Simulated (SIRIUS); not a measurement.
# MnS (Fm-3m) in SIRIUS: band structure with revPBE

Aim: the band structure of MnS with revPBE.

All numbers are computed with SIRIUS 7.12.0; they aren't measurements. Logs are shortened: lines on timing, memory, paths and dates and some standing lists are left out, and cuts for length are marked. The log counts tension as positive stress, the text compression.

## Step 1: The structure

It takes space group Fm-3m (No. 225, cubic). Conventional cell: a = 5.209 Å, b = 5.209 Å, c = 5.209 Å, α = 90.00°, β = 90.00°, γ = 90.00°. Around Mn (site symmetry m-3m) lie 6 S at 2.60 Å. Around S (site symmetry m-3m) lie 6 Mn at 2.60 Å.

## Step 2: Band structure, revPBE, collinear spin, random start

sirius.json reads:

```json
{
  "control": {
    "processing_unit": "cpu",
    "std_evp_solver_name": "lapack",
    "gen_evp_solver_name": "lapack",
    "verbosity": 2,
    "print_forces": true,
    "ortho_rf": true,
    "use_second_variation": false,
    "rmt_max": 3.0,
    "num_bands_to_print": 24,
    "save_wf": true
  },
  "parameters": {
    "electronic_structure_method": "full_potential_lapwlo",
    "xc_functionals": ["XC_GGA_X_PBE_R", "XC_GGA_C_PBE"],
    "core_relativity": "dirac",
    "valence_relativity": "iora",
    "num_fv_states": 25,
    "smearing": "gaussian",
    "smearing_width": 0.0018374661,
    "pw_cutoff": 20,
    "gk_cutoff": 3.67,
    "lmax_apw": 10,
    "lmax_rho": 8,
    "lmax_pot": 8,
    "num_mag_dims": 1,
    "auto_rmt": 0,
    "ngridk": [9, 9, 9],
    "shiftk": [0, 0, 0],
    "num_dft_iter": 80,
    "energy_tol": 1e-07,
    "density_tol": 1e-05,
    "use_symmetry": true
  },
  "settings": {"tol_ne": 1e-10},
  "iterative_solver": {"type": "exact"},
  "mixer": {"type": "anderson", "beta": 0.4, "max_history": 8},
  "unit_cell": {
    "lattice_vectors": [
      [0.0, 0.70710678119, 0.70710678119],
      [0.70710678119, 0.0, 0.70710678119],
      [0.70710678119, 0.70710678119, 0.0]
    ],
    "atom_types": ["Mn", "S"],
    "atom_files": {"Mn": "Mn.json", "S": "S.json"},
    "atoms": {"Mn": [[0.0, 0.0, 0.0, 0.0, 0.0, 0.92]], "S": [[0.5, 0.5, 0.5, 0.0, 0.0, 0.0]]},
    "lattice_vectors_scale": 6.9604645614
  }
}
```

Mn.json reads:

```json
{
  "name": "manganese",
  "symbol": "Mn",
  "number": 25,
  "mass": 54.938045,
  "rmin": 1e-06,
  "rmt": 2.4,
  "nrmt": 800,
  "rinf": 15.98,
  "core": "1s2s2p",
  "valence": [
    {"basis": [{"enu": 0.03, "dme": 0, "n": 0, "auto": 0}, {"enu": 0.03, "dme": 1, "n": 0, "auto": 0}]},
[... 36 lines left out ...]
    {
      "l": 2,
      "basis": [{"enu": 2.8383, "dme": 0, "n": 0, "auto": 0}, {"enu": 7.3522, "dme": 0, "n": 0, "auto": 0}]
    },
    {"l": 3, "basis": [{"enu": 0.13, "dme": 0, "n": 0, "auto": 0}, {"enu": 0.13, "dme": 1, "n": 0, "auto": 0}]},
    {"l": 3, "basis": [{"enu": 0.13, "dme": 1, "n": 0, "auto": 0}, {"enu": 0.13, "dme": 2, "n": 0, "auto": 0}]},
    {"l": 3, "basis": [{"enu": 0.13, "dme": 0, "n": 0, "auto": 0}, {"enu": 3.1508, "dme": 0, "n": 0, "auto": 0}]},
    {
      "l": 3,
      "basis": [{"enu": 3.1508, "dme": 0, "n": 0, "auto": 0}, {"enu": 8.1856, "dme": 0, "n": 0, "auto": 0}]
    },
    {"l": 4, "basis": [{"enu": 0.13, "dme": 0, "n": 0, "auto": 0}, {"enu": 0.13, "dme": 1, "n": 0, "auto": 0}]},
    {"l": 4, "basis": [{"enu": 0.13, "dme": 0, "n": 0, "auto": 0}, {"enu": 3.4633, "dme": 0, "n": 0, "auto": 0}]},
    {"l": 5, "basis": [{"enu": 0.13, "dme": 0, "n": 0, "auto": 0}, {"enu": 0.13, "dme": 1, "n": 0, "auto": 0}]},
    {"l": 5, "basis": [{"enu": 0.13, "dme": 0, "n": 0, "auto": 0}, {"enu": 3.7758, "dme": 0, "n": 0, "auto": 0}]}
  ],
  "free_atom": [... radial grid and density of the free atom, the start of the SCF ...]
}
```

S.json reads:

```json
{
  "name": "sulphur",
  "symbol": "S",
  "number": 16,
  "mass": 32.065,
  "rmin": 1e-06,
  "rmt": 2.29,
  "nrmt": 800,
  "rinf": 13.52,
[... 40 lines left out ...]
    },
    {"l": 2, "basis": [{"enu": 0.13, "dme": 0, "n": 0, "auto": 0}, {"enu": 0.13, "dme": 1, "n": 0, "auto": 0}]},
    {"l": 2, "basis": [{"enu": 0.13, "dme": 1, "n": 0, "auto": 0}, {"enu": 0.13, "dme": 2, "n": 0, "auto": 0}]},
    {"l": 2, "basis": [{"enu": 0.13, "dme": 0, "n": 0, "auto": 0}, {"enu": 3.1048, "dme": 0, "n": 0, "auto": 0}]},
    {
      "l": 2,
      "basis": [{"enu": 3.1048, "dme": 0, "n": 0, "auto": 0}, {"enu": 8.0627, "dme": 0, "n": 0, "auto": 0}]
    },
    {"l": 3, "basis": [{"enu": 0.13, "dme": 0, "n": 0, "auto": 0}, {"enu": 0.13, "dme": 1, "n": 0, "auto": 0}]},
    {"l": 3, "basis": [{"enu": 0.13, "dme": 1, "n": 0, "auto": 0}, {"enu": 0.13, "dme": 2, "n": 0, "auto": 0}]},
    {"l": 3, "basis": [{"enu": 0.13, "dme": 0, "n": 0, "auto": 0}, {"enu": 3.448, "dme": 0, "n": 0, "auto": 0}]},
    {"l": 4, "basis": [{"enu": 0.13, "dme": 0, "n": 0, "auto": 0}, {"enu": 0.13, "dme": 1, "n": 0, "auto": 0}]},
    {"l": 4, "basis": [{"enu": 0.13, "dme": 0, "n": 0, "auto": 0}, {"enu": 3.7913, "dme": 0, "n": 0, "auto": 0}]},
    {"l": 5, "basis": [{"enu": 0.13, "dme": 0, "n": 0, "auto": 0}, {"enu": 0.13, "dme": 1, "n": 0, "auto": 0}]},
    {"l": 5, "basis": [{"enu": 0.13, "dme": 0, "n": 0, "auto": 0}, {"enu": 4.1345, "dme": 0, "n": 0, "auto": 0}]}
  ],
  "free_atom": [... radial grid and density of the free atom, the start of the SCF ...]
}
```

sirius_start.json reads:

```json
{
  "control": {
    "processing_unit": "cpu",
    "std_evp_solver_name": "lapack",
    "gen_evp_solver_name": "lapack",
    "verbosity": 1,
    "print_forces": false,
    "ortho_rf": true,
    "use_second_variation": false,
    "rmt_max": 3.0,
    "num_bands_to_print": 24,
    "save_wf": false
  },
  "parameters": {
    "electronic_structure_method": "full_potential_lapwlo",
    "xc_functionals": ["XC_LDA_X", "XC_LDA_C_PW"],
    "core_relativity": "dirac",
    "valence_relativity": "iora",
    "num_fv_states": 25,
    "smearing": "fermi_dirac",
    "smearing_width": 0.0055123983,
    "pw_cutoff": 20,
    "gk_cutoff": 2.93,
    "lmax_apw": 10,
    "lmax_rho": 8,
    "lmax_pot": 8,
    "num_mag_dims": 1,
    "auto_rmt": 0,
    "ngridk": [4, 4, 4],
    "shiftk": [0, 0, 0],
    "num_dft_iter": 30,
    "energy_tol": 0.01,
    "density_tol": 0.05,
    "use_symmetry": true
  },
  "settings": {"tol_ne": 1e-10},
  "iterative_solver": {"type": "exact"},
  "mixer": {"type": "anderson", "beta": 0.4, "max_history": 8},
  "unit_cell": {
    "lattice_vectors": [
      [0.0, 0.70710678119, 0.70710678119],
      [0.70710678119, 0.0, 0.70710678119],
      [0.70710678119, 0.70710678119, 0.0]
    ],
    "atom_types": ["Mn", "S"],
    "atom_files": {"Mn": "Mn.json", "S": "S.json"},
    "atoms": {"Mn": [[0.0, 0.0, 0.0, 0.0, 0.0, 0.92]], "S": [[0.5, 0.5, 0.5, 0.0, 0.0, 0.0]]},
    "lattice_vectors_scale": 6.9604645614
  }
}
```

sirius_bands.json reads:

```json
{
  "control": {
    "processing_unit": "cpu",
    "std_evp_solver_name": "lapack",
    "gen_evp_solver_name": "lapack",
    "verbosity": 2,
    "print_forces": true,
    "ortho_rf": true,
    "use_second_variation": false,
    "rmt_max": 3.0,
    "num_bands_to_print": 24,
    "save_wf": true
  },
  "parameters": {
    "electronic_structure_method": "full_potential_lapwlo",
    "xc_functionals": ["XC_GGA_X_PBE_R", "XC_GGA_C_PBE"],
    "core_relativity": "dirac",
    "valence_relativity": "iora",
    "num_fv_states": 25,
    "smearing": "gaussian",
    "smearing_width": 0.0018374661,
    "pw_cutoff": 20,
    "gk_cutoff": 3.67,
    "lmax_apw": 10,
    "lmax_rho": 8,
    "lmax_pot": 8,
    "num_mag_dims": 1,
    "auto_rmt": 0,
    "ngridk": [9, 9, 9],
    "shiftk": [0, 0, 0],
    "num_dft_iter": 80,
    "energy_tol": 1e-07,
    "density_tol": 1e-05,
    "use_symmetry": true
  },
  "settings": {"tol_ne": 1e-10},
  "iterative_solver": {"type": "exact"},
  "mixer": {"type": "anderson", "beta": 0.4, "max_history": 8},
  "unit_cell": {
    "lattice_vectors": [
      [0.0, 0.70710678119, 0.70710678119],
      [0.70710678119, 0.0, 0.70710678119],
      [0.70710678119, 0.70710678119, 0.0]
    ],
    "atom_types": ["Mn", "S"],
    "atom_files": {"Mn": "Mn.json", "S": "S.json"},
    "atoms": {"Mn": [[0.0, 0.0, 0.0, 0.0, 0.0, 0.92]], "S": [[0.5, 0.5, 0.5, 0.0, 0.0, 0.0]]},
    "lattice_vectors_scale": 6.9604645614
  },
  "kpoints_rel": {
    "G": [0.0, 0.0, 0.0],
    "K": [0.375, 0.375, 0.75],
    "L": [0.5, 0.5, 0.5],
    "U": [0.625, 0.25, 0.625],
    "W": [0.5, 0.25, 0.75],
    "X": [0.5, 0.0, 0.5]
  },
  "kpoints_path": ["G", "X", "W", "K", "G", "L", "U", "W", "L", "K"]
}
```

Potentials or basis: all-electron FP-LAPW, apw+lo rich.

Run with:

```console
$ OMP_NUM_THREADS=1 sirius.scf --input=sirius_start.json --output=start.json
$ OMP_NUM_THREADS=1 sirius.scf --input=sirius.json --output=output.json --task=1
$ OMP_NUM_THREADS=1 sirius.scf --input=sirius_bands.json --output=bands_out.json --task=2
```

Standard output:

```text
[info] SIRIUS version : 7.12.0
[info] number of MPI ranks           : 1
[info] MPI grid                      : 1 1
[info] maximum number of OMP threads : 1
[fft] FFT context for density and potential
[fft] =====================================
[fft]   plane wave cutoff                     : 20
[fft]   grid size                             : 48 48 48   total : 110592
[fft]   grid limits                           : -23 24   -23 24   -23 24
[fft]   number of G-vectors within the cutoff : 32311
[fft]   number of G-shells                    : 874
[fft] FFT context for coarse grid
[fft] =====================================
[fft]   plane wave cutoff                     : 7.34
[fft]   grid size                             : 20 20 20   total : 8000
[fft]   grid limits                           : -9 10   -9 10   -9 10
[fft]   number of G-vectors within the cutoff : 1639
[fft]   number of G-shells                    : 65
[unit cell] lattice vectors
[unit cell]   a1 :       0.0000000000      4.9217916916      4.9217916916
[unit cell]   a2 :       4.9217916916      0.0000000000      4.9217916916
[unit cell]   a3 :       4.9217916916      4.9217916916      0.0000000000
[unit cell] reciprocal lattice vectors
[unit cell]   b1 :      -0.6383026447      0.6383026447      0.6383026447
[unit cell]   b2 :       0.6383026447     -0.6383026447      0.6383026447
[unit cell]   b3 :       0.6383026447      0.6383026447     -0.6383026447
[unit cell] unit cell volume :       238.45129320 [a.u.^3]
[unit cell] 1/sqrt(omega)    :         0.06475900
[unit cell] MT volume        :       108.20897128 (45.38%)
[unit cell] IT volume        :       130.24232191 (54.62%)
[unit cell] number of atom types : 2
[unit cell] type id : 0 symbol : Mn mt_radius :   2.400000 num_atoms : 1
[unit cell] type id : 1 symbol :  S mt_radius :   2.290000 num_atoms : 1
[unit cell] total number of atoms : 2
[unit cell] number of symmetry classes : 2
[unit cell] atom id  type id  class id             position                      vector_field
[unit cell] ------------------------------------------------------------------------------------------
[unit cell]      0        0        0      0.00000   0.00000   0.00000      0.00000   0.00000   0.92000
[unit cell]      1        1        1      0.50000   0.50000   0.50000      0.00000   0.00000   0.00000
[unit cell] atom id         position (Cartesian, a.u.)
[unit cell] ---------------------------------------------
[... 392 lines left out ...]
[diagonalize]            -5.322662   -5.322662   -5.322661   -2.637063   -1.489025   -1.488979   -1.488890   -0.252921    0.032385    0.052039    0.072427    0.244798    0.254552    0.259851    0.268952    0.272225    0.419097    0.484393    0.494854    0.540782    0.692336    0.735988    0.779878    0.831899
[generate_core_charge_density] atom class : 0
[generate_core_charge_density]   n,l,k : 1 0 1  energy :        -235.84490986
[generate_core_charge_density]   n,l,k : 2 0 1  energy :         -26.89007342
[generate_core_charge_density]   n,l,k : 2 1 1  energy :         -22.96183075
[generate_core_charge_density]   n,l,k : 2 1 2  energy :         -22.57833720
[generate_core_charge_density] atom class : 1
[generate_core_charge_density]   n,l,k : 1 0 1  energy :         -88.01112337
[... 56 lines left out ...]
[find] valence_eval_sum               :     -45.97594486
[find] core_eval_sum                  :    -852.11193869
[find] kinetic energy                 :    1574.25265846
[find] enuc                           :   -1868.51082673
[find] <rho|V^{XC}>                   :    -100.82843586
[find] <rho|E^{XC}>                   :     -78.27429465
[find] <mag|B^{XC}>                   :      -0.36285959
[find] <rho|V^{H}>                    :   -2371.14924656
[find] smearing (-TS)                 :      -0.00005060
[find] SCF correction                 :      -0.00000010
[find] Total energy                   :   -1558.10708631 (Ha),   -3116.21417262 (Ry)
[find] Free energy (E-TS)             :   -1558.10713691 (Ha),   -3116.21427381 (Ry)
[find] band gap (eV)                  :       0.00000000
[find] Efermi                         :       0.22897222
[find] iteration : 15, RMS (target) : 1.8134e-06 (1.0000e-05) , energy difference (target) : -3.8733e-08 (1.0000e-07)
[find] converged after 16 SCF iterations!
[find] Charges and magnetic moments
[find] --------------------------------------------------------------------------------
[find] atom      charge    core leakage                 moment                |moment|
[find] --------------------------------------------------------------------------------
[find]    0   23.483270    3.656681e-12  [  0.00000,   0.00000,   4.35208]    4.352085
[find]    1   14.856381    2.989934e-06  [  0.00000,   0.00000,   0.15578]    0.155777
[find] total core leakage    : 2.98993807e-06
[find] interstitial charge   : 2.660346
[find] interstitial moment   : [  0.00000,   0.00000,   0.25579], magnitude : 0.255793
[find] total charge          : 40.999996
[find] total moment          : [  0.00000,   0.00000,   4.76366], magnitude : 4.763656
[find] Energy
[find] --------------------------------------------------------------------------------
[find] valence_eval_sum               :     -45.97594486
[find] core_eval_sum                  :    -852.11193869
[find] kinetic energy                 :    1574.25265846
[find] enuc                           :   -1868.51082673
[find] <rho|V^{XC}>                   :    -100.82843586
[find] <rho|E^{XC}>                   :     -78.27429465
[find] <mag|B^{XC}>                   :      -0.36285959
[find] <rho|V^{H}>                    :   -2371.14924656
[find] smearing (-TS)                 :      -0.00005060
[find] SCF correction                 :      -0.00000010
[find] Total energy                   :   -1558.10708631 (Ha),   -3116.21417262 (Ry)
[find] Free energy (E-TS)             :   -1558.10713691 (Ha),   -3116.21427381 (Ry)
[find] band gap (eV)                  :       0.00000000
[find] Efermi                         :       0.22897222
Warning in function "calc_forces_ibs" at src/geometry/force.cpp:246
IBS forces are not implemented for full variational diagonalization!
[ground_state]
[ground_state] ==== total Forces in Ha/bohr =====
[ground_state] atom:    0, force:       0.0000000      0.0000000      0.0000000
[ground_state] atom:    1, force:       0.0000000      0.0000000      0.0000000
[ground_state] ==== contribution from density =====
[ground_state] atom:    0, force:       0.0000000      0.0000000      0.0000000
[ground_state] atom:    1, force:       0.0000000      0.0000000      0.0000000
[ground_state] ==== contribution from Hartree potential =====
[ground_state] atom:    0, force:       0.0000000      0.0000000      0.0000000
[ground_state] atom:    1, force:       0.0000000      0.0000000      0.0000000
[ground_state] ==== contribution from IBS =====
[ground_state] atom:    0, force:       0.0000000      0.0000000      0.0000000
[ground_state] atom:    1, force:       0.0000000      0.0000000      0.0000000
```

Run time: 3.9 min. Hardware: 1 thread of Arm Neoverse V1, shared host; peak memory 0.7 GiB.

Results:

```
Free energy                                       : -42398.2551 eV
Band gap along the path                           : none (metal or under the smearing width)
Net moment                                        : 4.76 μB per cell
Site moments                                      : Mn +4.35; S +0.16 μB
All electrons inside the program's atomic spheres : Mn 23.48; S 14.86 (radii Mn 2.4, S 2.29 bohr)
```

Levels at the corners of the path, in eV from the Fermi level:
Spin up:
```
point  band 13  band 14  band 15  band 16  band 17  band 18  band 19  band 20
    Γ    -3.32    -1.89    -1.89    -1.89     1.74     8.48     8.48     8.48
    X    -3.07    -2.78    -2.78    -2.29     0.83     5.42    10.17    11.94
    W    -2.71    -2.71    -2.47    -2.08     4.10     6.63     7.11     7.11
    K    -2.85    -2.59    -2.26    -1.43     2.49     6.18     8.42     8.84
    Γ    -3.32    -1.89    -1.89    -1.89     1.74     8.48     8.48     8.48
    L    -2.91    -2.53     0.37     0.37     2.82     5.33     5.33     8.50
    U    -2.85    -2.59    -2.26    -1.43     2.49     6.18     8.42     8.84
    W    -2.71    -2.71    -2.47    -2.08     4.10     6.63     7.11     7.11
    L    -2.91    -2.53     0.37     0.37     2.82     5.33     5.33     8.50
    K    -2.85    -2.59    -2.26    -1.43     2.49     6.18     8.42     8.84
```
Spin down:
```csv
point,band 8,band 9,band 10,band 11,band 12,band 13,band 14,band 15
Γ,-14.28,-1.67,-1.67,-1.67,0.41,0.41,0.41,0.44
X,-12.86,-5.55,-3.18,-3.18,-0.71,0.86,1.63,1.63
W,-12.77,-4.74,-4.74,-4.13,1.10,1.10,1.30,1.56
K,-12.81,-5.14,-4.75,-3.34,0.37,1.50,1.58,1.63
Γ,-14.28,-1.67,-1.67,-1.67,0.41,0.41,0.41,0.44
L,-13.02,-6.34,-3.34,-3.34,1.38,1.38,1.57,3.24
U,-12.81,-5.14,-4.75,-3.34,0.37,1.50,1.58,1.63
W,-12.77,-4.74,-4.74,-4.13,1.10,1.10,1.30,1.56
L,-13.02,-6.34,-3.34,-3.34,1.38,1.38,1.57,3.24
K,-12.81,-5.14,-4.75,-3.34,0.37,1.50,1.58,1.63
```

Caveat: a cell with one magnetic atom can't hold antiferromagnetic order, which such compounds often take; semilocal functionals often make such compounds metallic where correlation or magnetic order opens a gap, which also shifts bond lengths.
